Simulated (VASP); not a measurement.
Input of a VASP 6.6.1 run:

The input run.py:

```python
from ase.calculators.vasp import Vasp
from ase.dft.bandgap import bandgap
from ase.io import read

atoms = read('BeS.cif')
calc = Vasp(
    directory='calc',
    xc='pbesol',
    pp='PBE',
    setups='minimal',
    pp_version='54',
    prec='Accurate',
    encut=500,
    ediff=1e-07,
    ismear=-1,
    sigma=0.05,
    lreal=False,
    lasph=True,
    nelm=80,
    algo='Normal',
    isif=2,
    lwave=False,
    lcharg=False,
    ldipol=True,
    idipol=3,
    dipol=[0.5, 0.5, 0.5],
    kpts=[9, 9, 1],
    gamma=True,
)
atoms.calc = calc

print('energy (eV):', atoms.get_potential_energy())
print('free energy (eV):', atoms.get_potential_energy(force_consistent=True))
print('forces (eV/A):')
print(atoms.get_forces())
print('stress (eV/A^3, Voigt):', atoms.get_stress())
print('Fermi level (eV):', calc.get_fermi_level())
gap, top, bottom = bandgap(calc)
print('band gap (eV):', gap, 'from (spin, k, band)', top, 'to', bottom)
```

BeS.cif

```cif
data_BeS
_cell_length_a 3.42946789
_cell_length_b 3.42946789
_cell_length_c 24.10048362
_cell_angle_alpha 90.00000000
_cell_angle_beta 90.00000000
_cell_angle_gamma 120.00000000
_space_group_name_H-M_alt 'P1'
_space_group_name_Hall 'P 1'
_space_group_IT_number 1
loop_
_space_group_symop_operation_xyz
'x,y,z'
loop_
_atom_site_label
_atom_site_type_symbol
_atom_site_symmetry_multiplicity
_atom_site_Wyckoff_symbol
_atom_site_fract_x
_atom_site_fract_y
_atom_site_fract_z
_atom_site_occupancy
S1 S 1 a 0.0000000000 0.0000000000 0.3111970747 1
S2 S 1 a 0.3333333333 0.6666666667 0.4273834903 1
S3 S 1 a 0.6666666667 0.3333333333 0.5435699058 1
S4 S 1 a 0.0000000000 0.0000000000 0.6597563214 1
Be1 Be 1 a 0.3333333333 0.6666666667 0.3402436786 1
Be2 Be 1 a 0.6666666667 0.3333333333 0.4564300942 1
Be3 Be 1 a 0.0000000000 0.0000000000 0.5726165097 1
Be4 Be 1 a 0.3333333333 0.6666666667 0.6888029253 1
```

Potentials or basis: VASP PAW PBE potentials, release 54 (S, Be).

Launch:

```bash
$ python run.py
```

Estimate the band gap on the k mesh.

none (metal or under the smearing width).

What does it give for the largest force?

1.184 eV/Å.

Forces on the atoms (eV/Å):
```
S    0.000  0.000  0.130
S    0.000  0.000  0.846
S    0.000  0.000  0.766
S    0.000  0.000  1.184
Be   0.000  0.000 -0.549
Be   0.000  0.000 -0.787
Be   0.000  0.000 -0.850
Be   0.000  0.000 -0.742
```

Caveat: the PAW data sets were made with another functional, which shifts forces and pressure a little.
